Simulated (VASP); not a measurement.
# Si (Cmme) in VASP: notebook, part 2 of 2

VASP 6.6.1. Earlier steps stand in the parts before.

**3. Single point, PBE**

This run uses another cell than the first one, of 20.97 Å³/atom, 1.226 times its volume.

Input file INCAR:

```
  ALGO = Fast
  EDIFF = 1E-7
  ENCUT = 520
  GGA = PE
  ISIF = 2
  ISMEAR = 0
  LASPH = T
  LCHARG = F
  LREAL = F
  LWAVE = F
  NBANDS = 21
  NELM = 100
  PREC = Accurate
  SIGMA = 0.1
```

Input file KPOINTS:

```
k-points
0
Gamma
  8 8 8
```

Input file POSCAR:

```
Si
1.0
    3.4827106964     -4.1142973537      0.0000000000
    3.4827106964      4.1142973537      0.0000000000
    0.0000000000      0.0000000000      4.3910043057
Si
6
Direct
    0.6054713326      0.3945286674      0.3076116900
    0.8945286674      0.1054713326      0.3076116900
    0.3945286674      0.6054713326      0.6923883100
    0.1054713326      0.8945286674      0.6923883100
    0.7500000000      0.7500000000      0.0000000000
    0.2500000000      0.2500000000      0.0000000000
```

Potentials or basis: VASP PAW PBE potentials, release 64 (Si).

The run is started by

```console
> cat potpaw_PBE.64/Si/POTCAR > POTCAR
> mpirun -np 1 vasp_std > vasp.out
```

OUTCAR:

```text
EDIFF = 1E-7
   ENCUT = 520
   GGA = PE
   ISIF = 2
   ISMEAR = 0
   LASPH = T
   LREAL = F
   NELM = 100
   PREC = Accurate

 ion  position               nearest neighbor table
   1  0.605  0.395  0.308-   5 2.37   6 2.37   2 2.38   3 2.42
   2  0.895  0.105  0.308-   5 2.37   6 2.37   1 2.38   4 2.42
   3  0.395  0.605  0.692-   5 2.37   6 2.37   4 2.38   1 2.42
   4  0.105  0.895  0.692-   5 2.37   6 2.37   3 2.38   2 2.42
   5  0.750  0.750  0.000-   1 2.37   2 2.37   3 2.37   4 2.37
   6  0.250  0.250  0.000-   1 2.37   2 2.37   3 2.37   4 2.37

  LATTYP: Found a base centered orthorhombic cell.
 ALAT       =     6.9654213928
 B/A-ratio  =     1.1813491594
 C/A-ratio  =     0.6304003818

  Lattice vectors:

 A1 = (   3.4827106964,  -4.1142973537,   0.0000000000)
 A2 = (   3.4827106964,   4.1142973537,   0.0000000000)
 A3 = (   0.0000000000,   0.0000000000,   4.3910043057)

Analysis of symmetry for initial positions (statically):
=====================================================================
 Subroutine PRICEL returns:
 Original cell was already a primitive cell.

 Routine SETGRP: Setting up the symmetry group for a
 base centered orthorhombic supercell.

 Subroutine GETGRP returns: Found  8 space group operations
 (whereof  4 operations were pure point group operations)
 out of a pool of  8 trial point group operations.

The static configuration has the point symmetry C_2h.
 The point group associated with its full space group is D_2h.

Analysis of symmetry for dynamics (positions and initial velocities):
=====================================================================
 Subroutine PRICEL returns:
 Original cell was already a primitive cell.

 Routine SETGRP: Setting up the symmetry group for a
 base centered orthorhombic supercell.

 Subroutine GETGRP returns: Found  8 space group operations
 (whereof  4 operations were pure point group operations)
 out of a pool of  8 trial point group operations.

The dynamic configuration has the point symmetry C_2h.
 The point group associated with its full space group is D_2h.

 Subroutine INISYM returns: Found  8 space group operations
 (whereof  4 operations are pure point group operations),
 and found     1 'primitive' translations

----------------------------------------------------------------------------------------

                                     Primitive cell

  volume of cell :     125.8366

  direct lattice vectors                    reciprocal lattice vectors
     3.482710696 -4.114297354  0.000000000     0.143566332 -0.121527434  0.000000000
     3.482710696  4.114297354  0.000000000     0.143566332  0.121527434  0.000000000
     0.000000000  0.000000000  4.391004306     0.000000000  0.000000000  0.227738333

  length of vectors
     5.390428231  5.390428231  4.391004306     0.188096276  0.188096276  0.227738333

  position of ions in fractional coordinates (direct lattice)
     0.605471333  0.394528667  0.307611690
     0.894528667  0.105471333  0.307611690
     0.394528667  0.605471333  0.692388310
     0.105471333  0.894528667  0.692388310
     0.750000000  0.750000000  0.000000000
     0.250000000  0.250000000  0.000000000

  ion indices of the primitive-cell ions
   primitive index   ion index
                 1           1
                 2           2
[... 28 lines left out ...]

 Found    105 irreducible k-points:

 Following reciprocal coordinates:
            Coordinates               Weight
  0.000000  0.000000  0.000000      1.000000
  0.125000 -0.000000  0.000000      4.000000
  0.250000 -0.000000  0.000000      4.000000
  0.375000  0.000000  0.000000      4.000000
  0.500000 -0.000000  0.000000      2.000000
  0.125000  0.125000  0.000000      2.000000
[... 16 lines left out ...]
  0.125000 -0.000000  0.125000      8.000000
  0.250000 -0.000000  0.125000      8.000000
 [... further k-points ...]
   k-points           NKPTS =    105   k-points in BZ     NKDIM =    105   number of bands    NBANDS=     21
   number of dos      NEDOS =    301   number of ions     NIONS =      6
   total plane-waves  NPLWV =  57600
   dimension x,y,z NGX =    40 NGY =   40 NGZ =   36
   dimension x,y,z NGXF=    80 NGYF=   80 NGZF=   72
   ions per type =               6
   NGX,Y,Z   is equivalent  to a cutoff of  12.34, 12.34, 13.63 a.u.
   NGXF,Y,Z  is equivalent  to a cutoff of  24.67, 24.67, 27.26 a.u.
 SYSTEM =  unknown system
   PREC   = accura    normal or accurate (medium, high low for compatibility)
   ISTART =      0    job   : 0-new  1-cont  2-samecut
   ICHARG =      2    charge: 1-file 2-atom 10-const
   ISPIN  =      1    spin polarized calculation?
   LNONCOLLINEAR =      F non collinear calculations
   LSORBIT =      F    spin-orbit coupling
   LASPH  =      T    aspherical Exc in radial PAW
   ENCUT  =  520.0 eV  38.22 Ry    6.18 a.u.  10.02 10.02  8.16*2*pi/ulx,y,z
   NELM   =    100;   NELMIN=  2; NELMDL= -5     # of ELM steps
   EDIFF  = 0.1E-06   stopping-criterion for ELM
   LREAL  =      F    real-space projection
   EDIFFG = 0.1E-05   stopping-criterion for IOM
   NSW    =      0    number of steps for IOM
   IBRION =     -1    ionic relax: 0-MD 1-quasi-New 2-CG
   NFREE  =      0    steps in history (QN), initial steepest desc. (CG)
   ISIF   =      2    stress and relaxation
   ISYM   =      2    0-nonsym 1-usesym 2-fastsym
   POTIM  = 0.5000    time-step for ionic-motion
   TEBEG  =    0.0;   TEEND  =   0.0 temperature during run
   PSTRESS=    0.0 pullay stress
   NELECT =      24.0000    total number of electrons
   NUPDOWN=      -1.0000    fix difference up-down
   EMIN   =  10.00;   EMAX   =-10.00  energy-range for DOS
   EFERMI =   0.00;   METHOD = LEGACY
   ISMEAR =     0;   SIGMA  =   0.10  broadening in eV -4-tet -1-fermi 0-gaus
   EFERMI_NEDOS =   21; number of points for ismear=-14 and -15
   IALGO  =     68    algorithm
   IMIX   =      4    mixing-type and parameters
     AMIX     =   0.40;   BMIX     =  1.00
     AMIX_MAG =   1.60;   BMIX_MAG =  1.00
  volume/ion in A,a.u.               =      20.97       141.53
  Fermi-wavevector in a.u.,A,eV,Ry     =   0.942344  1.780772 12.082147  0.888013
  Thomas-Fermi vector in A             =   2.069944
   LORBIT       =      0    0 simple, 1 ext, 2 COOP (PROOUT), +10 PAW based schemes
   GGA     = PE    functional components
   LHFCALC =     F    Hartree Fock is set to
   AEXX    =    0.0000 exact exchange contribution
   IVDW    =     0    specifies the selected vdW correction
   LEPSILON=     F    determine dielectric tensor
   LRPA    =     F    only Hartree local field effects (RPA)
 non-spin polarized calculation
 RMM-DIIS sequential band-by-band and
 Gauss-broadening in eV      SIGMA  =   0.10
  energy-cutoff  :      520.00
  volume of cell :      125.84
 maximum number of plane-waves:      3421
   NGX = 21   NGY = 21   NGZ = 17

 number of electron      23.9999999 magnetization

 Free energy of the ion-electron system (eV)
  ---------------------------------------------------
  ext. energy  EPLUGINS =         0.00000000
  ---------------------------------------------------
  free energy    TOTEN  =       -30.87069863 eV

  energy without entropy =      -30.86908431  energy(sigma->0) =      -30.86989147

 E-fermi :   5.6167     XC(G=0):  -9.2254

 val. band max:        5.5982138437   @ k =   0.5000   0.3750   0.0000
 cond. band min:       5.6219137518   @ k =   0.1250   0.1250   0.5000
 fundamental gap:      0.0236999081
 Fermi energy:         5.6166635424

 k-point     1 :       0.0000    0.0000    0.0000
  band No.  band energies     occupation
      1      -6.5954      2.00000
      2      -3.3083      2.00000
      3      -2.2503      2.00000
      4      -2.1981      2.00000
      5       0.2721      2.00000
      6       1.4409      2.00000
[... 565 lines left out ...]
     20       9.7746      0.00000
     21      10.9864      0.00000

 [... further k-points ...]
[... 5 lines left out ...]
  --------------------------------------------------------------------------------------
  -------------------------------------------------------------------------------------
  Total       -0.0695238     -0.0678653     -0.0414214      0.0000000     -0.0000000      0.0000000
  in kB       -0.8851909     -0.8640749     -0.5273856      0.0000000     -0.0000000      0.0000000
  external PRESSURE =      -0.7588838 kB  Pullay stress =       0.0000000 kB

 VOLUME and BASIS-vectors are now :
 -----------------------------------------------------------------------------
  energy-cutoff  :      520.00
  volume of cell :      125.84
      direct lattice vectors                 reciprocal lattice vectors
     3.482710696 -4.114297354  0.000000000     0.143566332 -0.121527434  0.000000000
     3.482710696  4.114297354  0.000000000     0.143566332  0.121527434  0.000000000
     0.000000000  0.000000000  4.391004306     0.000000000  0.000000000  0.227738333

 POSITION                                       TOTAL-FORCE (eV/Angst)
 -----------------------------------------------------------------------------------
      3.48271     -0.86788      1.35072         0.000000      0.004949     -0.003860
      3.48271     -3.24642      1.35072         0.000000     -0.004949     -0.003860
      3.48271      0.86788      3.04028         0.000000     -0.004949      0.003860
      3.48271      3.24642      3.04028         0.000000      0.004949      0.003860
      5.22407      0.00000      0.00000         0.000000     -0.000000     -0.000000
      1.74136      0.00000      0.00000         0.000000     -0.000000      0.000000
 -----------------------------------------------------------------------------------
    total drift:                               -0.000000     -0.000000      0.000000

  FREE ENERGIE OF THE ION-ELECTRON SYSTEM (eV)
  ---------------------------------------------------
  free  energy   TOTEN  =       -30.8706986279 eV

  energy  without entropy=      -30.8690843129  energy(sigma->0) =      -30.86989147
```

stdout:

```text
POSCAR found type information on POSCAR Si
 POSCAR found :  1 types and       6 ions
 scaLAPACK will be used
 LDA part: xc-table for (Slater+PW92), standard interpolation
 POSCAR, INCAR and KPOINTS ok, starting setup
 FFT: planning ... GRIDC
 FFT: planning ... GRID_SOFT
 FFT: planning ... GRID
 WAVECAR not read
 entering main loop
```

It took 4.7 min on 1 thread of Intel Xeon Platinum 8259CL at 2.50GHz (Skylake/Cascade Lake), shared host; peak memory 0.34 GiB.

Results:

```
Free energy            : -30.8707 eV
Pressure               : -0.1 GPa
Largest force          : 0.006 eV/Å
Band gap on the k mesh : none (metal or under the smearing width)
```

Forces on the atoms (eV/Å):
```
Si   0.000  0.005 -0.004
Si   0.000 -0.005 -0.004
Si   0.000 -0.005  0.004
Si   0.000  0.005  0.004
Si   0.000  0.000  0.000
Si   0.000  0.000  0.000
```
